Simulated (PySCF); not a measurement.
# Te2Pt (Moncheite) (P-3m1) in PySCF: density of states with PBEsol

Aim: the density of states of Te2Pt (Moncheite) with PBEsol.

Program: PySCF 2.14.0. These are calculated values, not measurements. Logs are shortened: lines on timing, memory, paths and dates and some standing lists are left out, and cuts for length are marked.

### 1 The crystal as given

It takes space group P-3m1 (No. 164, trigonal). Conventional cell: a = 4.010 Å, b = 4.010 Å, c = 5.201 Å, α = 90.00°, β = 90.00°, γ = 120.00°. Around Pt (site symmetry -3m) lie 6 Te at 2.66 Å. Around Te (site symmetry 3m) lie 3 Pt at 2.66 Å.

### 2 Density of states, PBEsol

File run.py:

```python
import json
import numpy as np
from pyscf.pbc import gto, scf, dft, df

cell = gto.Cell()
cell.basis = {'Pt': 'DZVP-MOLOPT-SR-GTH-q18', 'Te': 'DZVP-MOLOPT-SR-GTH-q6'}
cell.pseudo = {'Pt': 'GTH-PBE-q18', 'Te': 'GTH-PBE-q6'}
cell.fromfile('Te2Pt.cif')
cell.ke_cutoff = 108  # hartree
cell.exp_to_discard = 0.02
cell.precision = 1e-08
cell.space_group_symmetry = True
cell.symmorphic = False
cell.max_memory = 5880  # MB
cell.verbose = 4
cell.build()

res = {}
kpts = cell.make_kpts([8, 8, 5], space_group_symmetry=True, time_reversal_symmetry=True)
cell.space_group_symmetry = False  # the mesh holds the operations; no search on the supercells of the integral code
mf = dft.KRKS(cell, kpts, xc='pbesol')
mf = mf.multigrid_numint()
mf = mf.smearing(sigma=0.00183747, method='fermi')  # hartree
mf.conv_tol = 1e-07
mf.max_cycle = 60

mf.kernel()
res.update(converged=bool(mf.converged), e_tot=mf.e_tot, nelec=cell.nelectron, nao=cell.nao, mesh=list(map(int, cell.mesh)), a=cell.lattice_vectors().tolist(), coords=cell.atom_coords().tolist(),
           mo_energy=[np.real(x).tolist() for x in mf.mo_energy], mo_occ=[np.real(x).tolist() for x in mf.mo_occ])
res.update(e_free=mf.e_free, e_zero=mf.e_zero)
res.update(kpts=kpts.kpts_scaled_ibz.tolist(), weights=kpts.weights_ibz.tolist())
res['parts'] = {k: float(np.real(v)) for k, v in mf.scf_summary.items() if np.isscalar(v)}
json.dump(res, open('results.json', 'w'))
if not mf.converged:
    raise SystemExit('SCF not converged')

print('levels (eV)')
for i, kp in enumerate(res['kpts'][:40]):
    print('k %7.4f %7.4f %7.4f  ' % tuple(kp), ' '.join('%.3f' % (x * 27.211386) for x in res['mo_energy'][i][:20]))

mf = mf.to_khf()  # unfold to the whole mesh
kpts = mf.kpts
# Mulliken populations
dm, s = np.asarray(mf.make_rdm1()), np.asarray(mf.get_ovlp())
sites = cell.aoslice_by_atom()[:, 2:]
tot = np.einsum('kij,kji->i', dm, s).real / len(kpts)
res['mulliken'] = [cell.atom_charge(i) - tot[a0:a1].sum() for i, (a0, a1) in enumerate(sites)]
print('Mulliken charges', np.round(res['mulliken'], 5))

# density of states, Gaussians of 0.15 eV
e = np.asarray(mf.mo_energy).real.reshape(1, -1) * 27.211386
ef = mf.get_fermi()
ef = np.max(ef) * 27.211386
x = np.arange(-15, 10.01, 0.1) + round(ef, 1)
dos = np.exp(-((x[:, None, None] - e) / 0.15) ** 2 / 2).sum(-1).T / (0.15 * np.sqrt(2 * np.pi) * len(kpts)) * 2
res.update(dos_e=x.tolist(), dos=dos.tolist())
for a, b in zip(x[::5], dos.T[::5]):
    print('%8.2f' % a, ' '.join('%9.4f' % y for y in b))

# density on a uniform mesh
grids = dft.gen_grid.UniformGrids(cell)
grids.mesh = [23, 23, 29]
grids.build()
ni = dft.numint.KNumInt()
rho = [ni.get_rho(cell, x, grids, kpts) for x in [dm]]
np.save('rho.npy', np.reshape(rho, (-1, *grids.mesh)))
res['done'] = True
json.dump(res, open('results.json', 'w'))
```

File Te2Pt.cif:

```cif
data_Te2Pt
_cell_length_a 4.01000000
_cell_length_b 4.01000000
_cell_length_c 5.20100000
_cell_angle_alpha 90.00000000
_cell_angle_beta 90.00000000
_cell_angle_gamma 120.00000000
_space_group_name_H-M_alt 'P1'
_space_group_name_Hall 'P 1'
_space_group_IT_number 1
loop_
_space_group_symop_operation_xyz
'x,y,z'
loop_
_atom_site_label
_atom_site_type_symbol
_atom_site_symmetry_multiplicity
_atom_site_Wyckoff_symbol
_atom_site_fract_x
_atom_site_fract_y
_atom_site_fract_z
_atom_site_occupancy
Pt1 Pt 1 a 0.0000000000 0.0000000000 0.0000000000 1
Te1 Te 1 a 0.6666666667 0.3333333333 0.7500000000 1
Te2 Te 1 a 0.3333333333 0.6666666667 0.2500000000 1
```

Potentials or basis: DZVP-MOLOPT-SR/GTH-PBE (potentials made for PBE).

Started as:

```bash
OMP_NUM_THREADS=4 python -u run.py > log
```

The program printed:

```text
Discarded 0 diffused primitive functions, 0 contracted functions
time reversal: False
k-points in IBZ                         weights
  0:  0.000000,  0.000000,  0.000000    1/320
  1:  0.000000,  0.000000,  0.600000    2/320
  2:  0.000000,  0.000000,  0.800000    2/320
  3:  0.500000,  0.500000, -0.000000    3/320
  4:  0.500000,  0.500000,  0.600000    6/320
  5:  0.500000,  0.500000,  0.800000    6/320
[... 32 lines left out ...]
 38:  0.875000,  0.875000,  0.600000    12/320
 39:  0.875000,  0.875000,  0.800000    12/320

******** <class 'pyscf.pbc.scf.smearing.SmearingKsymAdaptedKRKS'> ********
method = SmearingKsymAdaptedKRKS
initial guess = minao
damping factor = 0
level_shift factor = 0
DIIS = <class 'pyscf.scf.diis.CDIIS'>
diis_start_cycle = 1
diis_space = 8
diis_damp = 0
SCF conv_tol = 1e-07
SCF conv_tol_grad = None
SCF max_cycles = 60
direct_scf = True
direct_scf_tol = 1e-13

******** PBC SCF flags ********
N kpts (BZ) = 320
N kpts (IBZ) = 40
Exchange divergence treatment (exxdiv) = ewald
    madelung (= occupied orbital energy shift) = 0.052774404976834235
    Total energy shift due to Ewald probe charge = -1/2 * Nelec*madelung = -0.791616074653
DF object = <pyscf.pbc.df.fft.FFTDF object>
XC functionals = pbesol
small_rho_cutoff = 0
Uniform grid, mesh = [37 37 47]
Set gradient conv threshold to 0.000316228
nelec by numeric integration = 30.000000000009393
init E= -133.870744501215
    sigma = 0.00183747  Optimized mu = 0.425758518791  entropy = 0.318411655106
nelec by numeric integration = 30.000000000036025
    Total E(T) = -136.222870828497  Free energy = -136.223455900361  E0 = -136.223163364429
cycle= 1 E= -136.222870828497  delta_E= -2.35  |g|= 4.05  |ddm|= 32.2
    sigma = 0.00183747  Optimized mu = 0.526884504791  entropy = 0.00824938248773
nelec by numeric integration = 29.999999999865054
    Total E(T) = -133.741789897229  Free energy = -133.741805055221  E0 = -133.741797476225
cycle= 2 E= -133.741789897229  delta_E= 2.48  |g|= 16.3  |ddm|=   28
    sigma = 0.00183747  Optimized mu = 0.429773951415  entropy = 0.231218200834
nelec by numeric integration = 29.99999999997713
    Total E(T) = -136.379705400307  Free energy = -136.380130256814  E0 = -136.37991782856
cycle= 3 E= -136.379705400307  delta_E= -2.64  |g|= 1.23  |ddm|= 24.7
    sigma = 0.00183747  Optimized mu = 0.434144655241  entropy = 0.2497078235
nelec by numeric integration = 29.999999999976097
    Total E(T) = -136.384332548332  Free energy = -136.384791378966  E0 = -136.384561963649
cycle= 4 E= -136.384332548332  delta_E= -0.00463  |g|= 1.03  |ddm|= 5.67
    sigma = 0.00183747  Optimized mu = 0.433135446405  entropy = 0.275833971244
nelec by numeric integration = 29.999999999979043
    Total E(T) = -136.395364324904  Free energy = -136.395871161551  E0 = -136.395617743227
cycle= 5 E= -136.395364324904  delta_E= -0.011  |g|= 0.0947  |ddm|= 2.97
    sigma = 0.00183747  Optimized mu = 0.432744412931  entropy = 0.273213395965
nelec by numeric integration = 29.999999999979437
    Total E(T) = -136.395469263079  Free energy = -136.395971284497  E0 = -136.395720273788
cycle= 6 E= -136.395469263079  delta_E= -0.000105  |g|= 0.00476  |ddm|= 0.237
    sigma = 0.00183747  Optimized mu = 0.432710561472  entropy = 0.273358879116
nelec by numeric integration = 29.999999999979412
    Total E(T) = -136.395469377625  Free energy = -136.395971666364  E0 = -136.395720521995
cycle= 7 E= -136.395469377625  delta_E= -1.15e-07  |g|= 0.000859  |ddm|= 0.0217
    sigma = 0.00183747  Optimized mu = 0.432714584524  entropy = 0.273318530022
nelec by numeric integration = 29.99999999997942
    Total E(T) = -136.39546945999  Free energy = -136.39597167459  E0 = -136.39572056729
cycle= 8 E= -136.39546945999  delta_E= -8.24e-08  |g|= 0.000106  |ddm|= 0.00305
    sigma = 0.00183747  Optimized mu = 0.432712133044  entropy = 0.273306999123
nelec by numeric integration = 29.99999999997941
    Total E(T) = -136.395469479526  Free energy = -136.395971672937  E0 = -136.395720576231
Extra cycle  E= -136.395469479526  delta_E= -1.95e-08  |g|= 0.000427  |ddm|= 0.00113
converged SCF energy = -136.395469479526
levels (eV)
k  0.0000  0.0000  0.0000   -87.222 -42.201 -42.201 -42.042 -2.695 0.926 4.682 5.512 5.512 7.672 7.672 8.993 11.053 11.053 12.861 12.861 13.137 15.214 16.299 18.063
k  0.0000  0.0000  0.6000   -87.222 -42.201 -42.201 -42.042 -2.117 -0.549 5.573 5.573 6.643 7.634 7.634 9.209 10.547 10.547 10.670 13.899 13.899 16.074 16.904 16.904
k  0.0000  0.0000  0.8000   -87.222 -42.201 -42.201 -42.042 -2.528 0.345 5.430 5.535 5.535 7.657 7.657 9.037 10.833 10.833 12.166 13.241 13.241 15.460 16.889 17.615
k  0.5000  0.5000 -0.0000   -87.223 -42.207 -42.203 -42.041 -0.635 -0.335 4.621 6.258 6.600 7.674 7.971 8.026 8.033 8.130 8.772 11.916 14.354 15.477 17.648 17.746
k  0.5000  0.5000  0.6000   -87.223 -42.207 -42.203 -42.041 -0.565 -0.181 4.126 5.778 6.035 6.997 7.949 8.071 8.326 8.795 10.631 12.484 13.214 15.562 17.297 19.194
k  0.5000  0.5000  0.8000   -87.223 -42.207 -42.203 -42.041 -0.609 -0.278 4.430 6.162 6.229 7.316 7.950 8.057 8.187 8.321 9.543 12.711 13.509 15.145 16.791 19.011
[... 32 lines left out ...]
k  0.8750  0.8750  0.6000   -87.222 -42.203 -42.202 -42.042 -1.614 -0.420 5.140 5.784 6.639 7.182 7.371 8.410 9.947 10.643 10.770 11.857 13.291 15.997 17.180 19.033
k  0.8750  0.8750  0.8000   -87.222 -42.203 -42.202 -42.042 -2.014 0.264 5.120 5.790 6.362 7.048 7.390 8.331 9.701 9.915 11.100 12.764 13.547 15.871 17.431 18.852
Mulliken charges [-0.94122  0.47061  0.47061]
   -3.20    0.0001
   -2.70    0.0954
   -2.20    0.4580
   -1.70    0.6225
   -1.20    0.7852
   -0.70    1.6647
[... 43 lines left out ...]
   21.30    1.7231
   21.80    1.5839
```

It took 12 min on 4 threads of AMD EPYC (Zen 3), shared host; peak memory 5 GiB.

What came out:

| Quantity | Value |
| --- | --- |
| Free energy | -3711.5235 eV |
| Band gap on the k mesh | none (metal or under the smearing width) |
| Mulliken charges | Pt -0.94; Te +0.47 e |

States per cell in windows of 1 eV (zero at the Fermi level; states under -8 eV left out):
```tsv
from (eV)	total
-8.0	0.60
-7.0	2.55
-6.0	3.08
-5.0	3.66
-4.0	3.20
-3.0	2.42
-2.0	1.74
-1.0	0.77
0.0	1.58
1.0	1.84
2.0	0.61
3.0	0.96
4.0	0.92
5.0	1.28
6.0	1.62
7.0	1.93
```

Caveat: Mulliken charges move with the basis; the basis of atomic orbitals isn't converged, which shifts pressures, moduli and gaps. The run has no spin-orbit coupling, so splittings on Pt, Te are missing.
